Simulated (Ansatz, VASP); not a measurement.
## One calculation of PbS, two programs

The input INCAR:

```
PREC     = Accurate       # precision mode
ENCUT    = 520            # plane-wave cutoff, eV
EDIFF    = 1E-7           # SCF threshold, eV
ISMEAR   = 0              # smearing method
SIGMA    = 0.03           # smearing width, eV
LREAL    = F              # projectors in reciprocal space
LASPH    = T              # aspherical terms in the spheres
NELM     = 80             # most SCF steps
ALGO     = Normal         # electronic algorithm
ISIF     = 2              # what is computed and relaxed
LWAVE    = F              # write WAVECAR
LCHARG   = F              # write CHGCAR
GGA      = PS             # functional
NBANDS   = 17             # bands
```

The input KPOINTS:

```
regular mesh
0
Gamma
  12 12 12
```

File POSCAR:

```
PbS
1.0
    2.1722043775      1.2541227820      3.2652677741
   -2.1722043775      1.2541227820      3.2652677741
    0.0000000000     -2.5082455641      3.2652677740
Pb S
1 1
Direct
    0.9805657800      0.9805657800      0.9805657800
    0.4750355500      0.4750355500      0.4750355500
```

Input for Ansatz:

```yaml
crystal:
  lattice:
    - [2.1722043775, 1.254122782, 3.2652677741]
    - [-2.1722043775, 1.254122782, 3.2652677741]
    - [0.0, -2.5082455641, 3.265267774]
  atoms:
    - { symbol: Pb, position: [0.98056578, 0.98056578, 0.98056578] }
    - { symbol: S, position: [0.47503555, 0.47503555, 0.47503555] }
basis:
  ecutwfc: 420
kpoints:
  mp_grid: { grid: [12, 12, 12] }
hamiltonian:
  xc: pbesol
scf:
  occupations: { method: gaussian, width: 0.03 }
output:
  forces: true
  stress: true
  eigenvalues: true
```

Alike in both runs: task single point; functional PBEsol; k mesh 12 × 12 × 12; occupations gaussian, width 0.03 eV; no spin polarisation.

|  | VASP | Ansatz |
| --- | --- | --- |
| version | VASP 6.6.1 | Ansatz 0.2.0 |
| potentials or method | VASP PAW PBE potentials, release 64 (Pb_d, S) | scalar-relativistic, plane waves, PAW |
| plane-wave cutoff (eV) | 520 | 420 |
| valence electrons in the cell | 20 | 20 |

|  | VASP | Ansatz | Ansatz less VASP |
| --- | --- | --- | --- |
| gap on the k mesh at the Fermi level (eV) | none | none | - |
| pressure (GPa) | -2.2 | -2.2 | +0.05 |
| largest component of the traceless stress (GPa) | 1.97 | 1.97 | -0.001 |
| rms of the force components (eV/Å) | 0.018 | 0.017 | -0.0004 |

Atom by atom the forces differ by 0.000 eV/Å (rms over components). A gap of «none» marks a metal or a gap that the smearing closes.

Caveats: the PAW data sets were made with another functional, which shifts forces and pressure a little (VASP). Spin-orbit coupling is left out, which matters for the levels of Pb.
